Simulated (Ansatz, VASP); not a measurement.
## Two plane-wave programs on Si

Contents of INCAR:

```
PREC = Accurate
ENCUT = 600
EDIFF = 1E-6
ISMEAR = -1
SIGMA = 0.1
LREAL = False
LASPH = True
NELM = 60
ALGO = Normal
ISIF = 3
LWAVE = False
LCHARG = False
GGA = RE
IBRION = 2
NSW = 80
EDIFFG = -0.01
```

Contents of KPOINTS:

```
Automatic mesh
0
Gamma
  13 13 7
```

File POSCAR:

```
Si
1.0
    2.7691764586      0.0000000000      0.0000000000
   -1.3845882293      2.3981771607      0.0000000000
    0.0000000000      0.0000000000      4.5220651569
Si
2
Direct
    0.3333333333      0.6666666667      0.2500000000
    0.6666666667      0.3333333333      0.7500000000
```

Input for Ansatz:

```yaml
crystal:
  lattice:
    - [2.7691764586, 0.0, 0.0]
    - [-1.3845882293, 2.3981771607, 0.0]
    - [0.0, 0.0, 4.5220651569]
  atoms:
    - { symbol: Si, position: [0.3333333333, 0.6666666667, 0.25] }
    - { symbol: Si, position: [0.6666666667, 0.3333333333, 0.75] }
hamiltonian:
  xc: revpbe
  pseudopotentials:
    kind: paw
    azcp:
      Si: "pseudopotentials/Si.paw.azcp"
basis:
  ecutwfc: 420
  fft_grid_basis: typed
kpoints:
  mp_grid: { grid: [13, 13, 7], shift: [0, 0, 0] }
magnetization:
  spin_polarized: false
scf:
  occupations: { method: fermi_dirac, width: 0.1 }
relax:
  max_steps: 60
  f_tol: 0.01
  cell: {}
```

The cell was built by a generator and needn't be a form met in nature.

Alike in both runs: task relaxation of cell and atoms; functional revPBE; k mesh 13 × 13 × 7; occupations fermi-dirac, width 0.1 eV; no spin polarisation.

|  | VASP | Ansatz |
| --- | --- | --- |
| version | VASP 6.6.1 | Ansatz 0.2.0 |
| potentials or method | VASP PAW PBE potentials, release 64 (Si) | plane waves (420 eV) with PAW, scalar-relativistic |
| plane-wave cutoff (eV) | 600 | 420 |
| valence electrons in the cell | 8 | 8 |

```tsv
	VASP	Ansatz	Ansatz less VASP
relaxed volume (Å³/atom)	14.46	14.52	+0.066
relaxed cell length with the largest relative difference (Å)	2.705	2.710	+0.0053
energy change over the relaxation (meV/atom)	-6	-5	+1.1
```

Caveats: the PAW data sets were made with another functional, which shifts forces and pressure a little (VASP).
